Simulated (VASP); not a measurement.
## Ge in VASP 6.6.1, single-point calculation

INCAR

```
NSW = 0
LREAL = .FALSE.
NBANDS = 21
SIGMA = 0.05
ENCUT = 520
GGA = PE
NELM = 120
EDIFF = 0.001
LWAVE = .FALSE.
PREC = Accurate
ISMEAR = -5
LCHARG = .FALSE.
LASPH = .TRUE.
IBRION = -1
ISIF = 2
```

KPOINTS

```
KPOINTS created by Atomic Simulation Environment
0
Gamma
8 8 8
0 0 0
```

POSCAR

```
Ge
 1.0000000000000000
     0.0000000000000000    2.8368735120999999    2.7233985716000002
     2.8368735120999999    0.0000000000000000    2.7233985716000002
     2.8368735120999999    2.8368735120999999    0.0000000000000000
 Ge
   2
Cartesian
  0.0000000000000000  0.0000000000000000  0.0000000000000000
  1.4184367560500000  1.4184367560500000  1.3616992858000001
```

The recommended PBE PAW datasets give the neutral cell 28 valence electrons.

Command

```
mpirun -np 1 vasp_std
```

Question: Predict the outcome of this run.

Answer: It converged. Results: gap between bands v and c on the k mesh 0.05 eV; least direct gap on the k mesh 0.11 eV; pressure 5.5 GPa. Band v is the last that the valence electrons fill when counted band by band, and c is the next.

OSZICAR

```
N       E                     dE             d eps       ncg     rms          rms(c)
DAV:   1     0.187550942220E+03    0.18755E+03   -0.14534E+04  2808   0.365E+03
DAV:   2     0.179500276954E+02   -0.16960E+03   -0.16475E+03  2493   0.630E+02
DAV:   3    -0.817283969319E+01   -0.26123E+02   -0.25970E+02  2848   0.141E+02
DAV:   4    -0.902916486980E+01   -0.85633E+00   -0.85596E+00  2833   0.299E+01
DAV:   5    -0.904322915819E+01   -0.14064E-01   -0.14064E-01  2823   0.423E+00    0.335E+00
DAV:   6    -0.897703281728E+01    0.66196E-01   -0.23295E-02  2813   0.141E+00    0.198E+00
DAV:   7    -0.894275217447E+01    0.34281E-01   -0.53155E-02  2814   0.200E+00    0.150E-01
DAV:   8    -0.894451063200E+01   -0.17585E-02   -0.60873E-03  2651   0.922E-01    0.441E-02
DAV:   9    -0.894464897962E+01   -0.13835E-03   -0.23480E-04  1726   0.216E-01
   1 F= -.89446490E+01 E0= -.89446490E+01  d E =0.000000E+00
```

These settings aren't sound, so the numbers aren't properties of the crystal.

On sound settings PBE gives a gap of 0.05 eV on its mesh and a pressure of 6.1 GPa for the intended cell.
